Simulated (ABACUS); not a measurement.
# BP (F-43m) in ABACUS: reference runs

Aim: a first look at BP with PBE, on the cell as given and on a disturbed one.

Program: ABACUS 3.10.1. These are calculated values, not measurements. Logs are shortened: lines on timing, memory, paths and dates and some standing lists are left out, and cuts for length are marked.

## 1. The crystal as given

Symmetry: F-43m, No. 216, cubic system. The conventional cell has a = 4.538 Å, b = 4.538 Å, c = 4.538 Å, α = 90.00°, β = 90.00°, γ = 90.00°. Around P (site symmetry -43m) lie 4 B at 1.97 Å. B (site symmetry -43m) has 4 P at 1.97 Å as nearest neighbours.

## 2. Single point, PBE

INPUT reads:

```
INPUT_PARAMETERS
suffix              BP
calculation         scf
basis_type          pw
pseudo_dir          ./
symmetry            1
dft_functional      pbe
ecutwfc             76
pseudo_rcut         10
nspin               1
nbands              8
ks_solver           dav
smearing_method     fd
smearing_sigma      0.00367493
scf_thr             1e-08
scf_nmax            100
mixing_type         broyden
mixing_beta         0.7
cal_force           1
cal_stress          1
kpar                4
```

STRU reads:

```
ATOMIC_SPECIES
P 30.9738 P.upf
B 10.8100 B.upf

LATTICE_CONSTANT
1.8897261246

LATTICE_VECTORS
0.0000000000 2.2690000000 2.2690000000
2.2690000000 0.0000000000 2.2690000000
2.2690000000 2.2690000000 0.0000000000

ATOMIC_POSITIONS
Direct

P
0.0
1
0.7500000000 0.7500000000 0.7500000000 1 1 1

B
0.0
1
0.0000000000 0.0000000000 0.0000000000 1 1 1
```

KPT reads:

```
K_POINTS
0
Gamma
10 10 10 0 0 0
```

Potentials or basis: PseudoDojo NC SR 0.4.1 PBE standard, plane waves.

The run is started by

```console
OMP_NUM_THREADS=1 mpirun -np 4 abacus > log
```

running log:

```text
ABACUS v3.10.1

               Atomic-orbital Based Ab-initio Computation at UStc

 ------------------------------------------------------------------------------------

 READING GENERAL INFORMATION
                           global_out_dir = OUT.BP/
                           global_in_card = INPUT
                               pseudo_dir = ./
                              orbital_dir =
                                    DSIZE = 4
                                    GSIZE = 1

 READING UNITCELL INFORMATION
                                    ntype = 2
                  lattice constant (Bohr) = 1.88973
              lattice constant (Angstrom) = 1

 READING ATOM TYPE 1
                               atom label = P
                      L=0, number of zeta = 1
                      L=1, number of zeta = 1
                      L=2, number of zeta = 1
             number of atom for this type = 1

 READING ATOM TYPE 2
                               atom label = B
                      L=0, number of zeta = 1
                      L=1, number of zeta = 1
                      L=2, number of zeta = 1
             number of atom for this type = 1

                        TOTAL ATOM NUMBER = 2
DIRECT COORDINATES
    atom                   x                   y                   z     mag                  vx                  vy                  vz
taud_P1            0.7500000000        0.7500000000        0.7500000000  0.0000        0.0000000000        0.0000000000        0.0000000000
taud_B1            0.0000000000        0.0000000000        0.0000000000  0.0000        0.0000000000        0.0000000000        0.0000000000

                          Volume (Bohr^3) = 157.663
                             Volume (A^3) = 23.3632

 Lattice vectors: (Cartesian coordinate: in unit of a_0)
                   +0              +2.269              +2.269
               +2.269                  +0              +2.269
               +2.269              +2.269                  +0
 Reciprocal vectors: (Cartesian coordinate: in unit of 2 pi/a_0)
            -0.220361           +0.220361           +0.220361
            +0.220361           -0.220361           +0.220361
            +0.220361           +0.220361           -0.220361
 The esolver type has been set to : ksdft_pw

                PAO radial cut off (Bohr) = 10

 Read in pseudopotential file is P.upf
                     pseudopotential type = NC
          exchange-correlation functional = PBE
                 nonlocal core correction = 1
                        valence electrons = 5
                                     lmax = 2
                           number of zeta = 2
                     number of projectors = 6
                           L of projector = 0
[... 5 lines left out ...]
                PAO radial cut off (Bohr) = 10

 Read in pseudopotential file is B.upf
[... 176 lines left out ...]
 projector 5 L=2
 projector 6 L=2
 B non-local projectors:
 projector 1 L=0
 projector 2 L=0
 projector 3 L=1
 projector 4 L=1
      TOTAL NUMBER OF NONLOCAL PROJECTORS = 26

 Init Non-Local PseudoPotential table :
 Init Non-Local-Pseudopotential done.

                                     npwx = 1807

 Make real space PAO into reciprocal space.
       max mesh points in Pseudopotential = 1001
     dq(describe PAO in reciprocal space) = 0.01
                                    max q = 1050

 number of pseudo atomic orbitals for P is 2
WARNING: norm of atomic wavefunction # 2 of atomic type P is 0.999977, renormalized

 number of pseudo atomic orbitals for B is 2
WARNING: norm of atomic wavefunction # 2 of atomic type B is 0.999877, renormalized

 -------------------------------------------
 SELF-CONSISTENT
 -------------------------------------------
                                 init_chg = atomic

 PW ALGORITHM --------------- ION=   1  ELEC=   1--------------------------------

 Density error is 0.157855297296
                          Error Threshold = 0.01
----------------------------------------------------------
     Energy           Rydberg                 eV
----------------------------------------------------------
 E_KohnSham     -19.7633893485       -268.8947069315
 E_Harris       -19.5016217542       -265.3331760973
 E_Fermi        0.6716929125         9.1388509156
----------------------------------------------------------
[... 63 lines left out ...]
 Density error is 3.98702392387e-10
                          Error Threshold = 1.78069273797e-09
----------------------------------------------------------
     Energy           Rydberg                 eV
----------------------------------------------------------
 E_KohnSham     -19.7937357497       -269.3075909028
 E_KS(sigma->0) -19.7937357481       -269.3075908803
 E_Harris       -19.7937134630       -269.3072876760
 E_band         1.6161936269         21.9894423968
 E_one_elec     6.5725688210         89.4243864623
 E_Hartree      1.2613079097         17.1609745046
 E_xc           -6.6443729352        -90.4013315557
 E_Ewald        -20.9832395419       -285.4916202691
 E_entropy(-TS) -0.0000000033        -0.0000000450
 E_descf        0.0000000000         0.0000000000
 E_exx          0.0000000000         0.0000000000
 E_Fermi        0.7237652292         9.8473311312
----------------------------------------------------------

 charge density convergence is achieved
 final etot is -269.3075909 eV
 EFERMI = 9.8473311312 eV

 STATE ENERGY(eV) AND OCCUPATIONS    NSPIN == 1
 1/12 kpoint (Cartesian) = 0.0000 0.0000 0.0000 (1807 pws)
       1       -6.21852     0.00200000
       2        9.23995     0.00199999
       3        9.23995     0.00199999
       4        9.23995     0.00199999
       5        12.6472    9.58127e-28
       6        12.6472    9.58127e-28
       7        12.6472    9.58127e-28
       8        16.5983    4.60378e-62
[... 41 lines left out ...]
 6/12 kpoint (Cartesian) = 0.11018 0.11018 0.11018 (1772 pws)
       1       -2.89499     0.00800000
       2       0.210521     0.00800000
       3        7.48294     0.00800000
       4        7.48294     0.00800000
       5        13.0182    2.29941e-30
       6        13.9575    1.59562e-38
       7        13.9575    1.59562e-38
       8        19.3742    1.42461e-85

[... levels at 6 further k points ...]

------------------------------------------------------------------------------------------
 TOTAL-FORCE (eV/Angstrom)
------------------------------------------------------------------------------------------
                        P1         0.0000000000         0.0000000000         0.0000000000
                        B1         0.0000000000         0.0000000000         0.0000000000
------------------------------------------------------------------------------------------

----------------------------------------------------------------
 TOTAL-STRESS (KBAR)
----------------------------------------------------------------
         9.8684670346         0.0000000000        -0.0000000000
         0.0000000000         9.8684670346        -0.0000000000
         0.0000000000        -0.0000000000         9.8684670346
----------------------------------------------------------------
 TOTAL-PRESSURE: 9.868467 KBAR

 --------------------------------------------
 !FINAL_ETOT_IS -269.3075909028073625 eV
 --------------------------------------------
```

It took 2.2 s on 4 MPI ranks of AMD EPYC 9R45 (Zen 5), shared host; peak memory 0.28 GiB.

Results:

```yaml
Free_energy: -269.3076 eV
Pressure: 1.0 GPa
Band_gap_on_the_k_mesh: 1.25 eV, indirect (least direct gap 3.41 eV)
```

## 3. Single point, PBE (atoms moved at random, drawn with an rms of 0.05 Å)

Changes to INPUT since step 2:

```diff
@@ -20,2 +20,4 @@
 cal_stress          1
-kpar                4
+out_chg             1
+out_pot             2
+out_elf             1
```

Changes to STRU since step 2:

```diff
@@ -18,3 +18,3 @@
 1
-0.7500000000 0.7500000000 0.7500000000 1 1 1
+0.7546500000 0.7555510000 0.7433890000 1 1 1
 
@@ -23,2 +23,2 @@
 1
-0.0000000000 0.0000000000 0.0000000000 1 1 1
+-0.0097010000 0.0090470000 -0.0024710000 1 1 1
```

KPT is that of step 2.

Potentials or basis: PseudoDojo NC SR 0.4.1 PBE standard, plane waves.

The run is started by

```console
OMP_NUM_THREADS=1 mpirun -np 4 abacus > log
```

Wall time 24 s (4 MPI ranks of AMD EPYC 9R45 (Zen 5), shared host); peak memory 0.36 GiB.

Results (log left out):

* Free energy: -269.2944 eV
* Pressure: 1.1 GPa
* Largest force: 0.682 eV/Å
* Band gap on the k mesh: 0.90 eV, indirect (least direct gap 2.84 eV)

Forces in eV/Å, atoms in the order of the input:
```
P    0.299 -0.418 -0.448
B   -0.299  0.418  0.448
```

Stress tensor (GPa, compression positive):
```
 1.13  1.16  1.08
 1.16  1.10 -0.76
 1.08 -0.76  1.09
```

Levels at points of the mesh, in eV from the valence-band top:
| k point | band 1 | band 2 | band 3 | band 4 | band 5 | band 6 |
| --- | --- | --- | --- | --- | --- | --- |
| (0.00, 0.00, 0.00) | -15.80 | -0.54 | -0.47 | 0.00 | 2.84 | 3.15 |
| (0.50, 0.00, 0.00) | -12.53 | -9.23 | -2.18 | -2.12 | 3.41 | 4.25 |
| (0.00, 0.50, 0.00) | -12.47 | -9.40 | -2.27 | -1.90 | 3.43 | 4.17 |
| (0.50, 0.50, 0.00) | -10.95 | -8.92 | -4.52 | -4.39 | 0.99 | 1.34 |
| (0.00, 0.00, 0.50) | -12.46 | -9.41 | -2.26 | -1.90 | 3.43 | 4.17 |
| (0.50, 0.00, 0.50) | -10.95 | -8.92 | -4.51 | -4.39 | 0.99 | 1.34 |
| (0.00, 0.50, 0.50) | -10.95 | -8.92 | -4.50 | -4.40 | 1.00 | 1.33 |
| (0.50, 0.50, 0.50) | -12.45 | -9.44 | -2.24 | -1.91 | 3.44 | 4.21 |

A k mesh can miss the band edges.
